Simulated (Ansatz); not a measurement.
ZrO$_{2}$ (fluorite)

```yaml
crystal:
  lattice:
    - [0.00000, 5.08914, 5.08914]
    - [2.54457, 0.00000, 2.54457]
    - [2.54457, 2.54457, 0.00000]
  atoms:
    - { symbol: Zr, position: [0.00000, 0.00000, 0.00000] }
    - { symbol: Zr, position: [0.50000, 0.00000, 0.00000] }
    - { symbol: O, position: [0.12500, 0.25000, 0.25000] }
    - { symbol: O, position: [0.62500, 0.25000, 0.25000] }
    - { symbol: O, position: [0.37500, 0.75000, 0.75000] }
    - { symbol: O, position: [0.87500, 0.75000, 0.75000] }
```

The atoms are displaced by Q × the pattern below (from a DFPT mode at L = (0.5, 0.0, 0.0), largest move 1; Q in Å), at fixed cell. (q is in reciprocal vectors of the primitive cell; the cell shown is doubled to hold the pattern.)

```tsv
atom	x	y	z
Zr1	0.577	-0.577	-0.577
Zr2	-0.577	0.577	0.577
O3	0.427	-0.427	-0.427
O4	-0.427	0.427	0.427
O5	-0.427	0.427	0.427
O6	0.427	-0.427	-0.427
```

Method: r2SCAN (plane waves to 500 eV, PAW, scalar-relativistic; Ansatz, a program for electronic structure). k mesh 11×11×11 (Γ-centred), Fermi-Dirac smearing 0.05 eV. Energies are smeared free energies. Left out: 4 of 13 points, with atoms too close for the PAW data. The PAW data are Ansatz's earlier set. This is a high-temperature form of ZrO2. ZrO2 is run without spin polarisation. ZrO2 was relaxed with its symmetry unable to fall. ΔE is measured from the undisplaced structure.

```csv
Q (Å),ΔE (meV/cell)
-0.1867,1174
-0.1400,withheld
-0.0933,240
-0.0467,57
0.0000,0
0.0467,57
0.0933,240
0.1400,withheld
0.1867,1174
```

### Question
Fit an even polynomial form (powers 2, 4) to the given rows and predict ΔE at Q = -0.1400.

### Answer
Least squares on the 7 given rows: ΔE = (25550)·Q² + (233400)·Q⁴, in meV/cell with Q in Å; root-mean-square residual 0.1 meV/cell. At -0.1400 the fit gives 590 meV/cell; the calculation gives 589 meV/cell, so the interpolation is off by 1 (+0.2 %). The quadratic term alone would give 501 meV/cell.

(For displaced atoms, the force is minus the slope of the energy, and its curvature is a force constant, which sets phonon frequencies.)
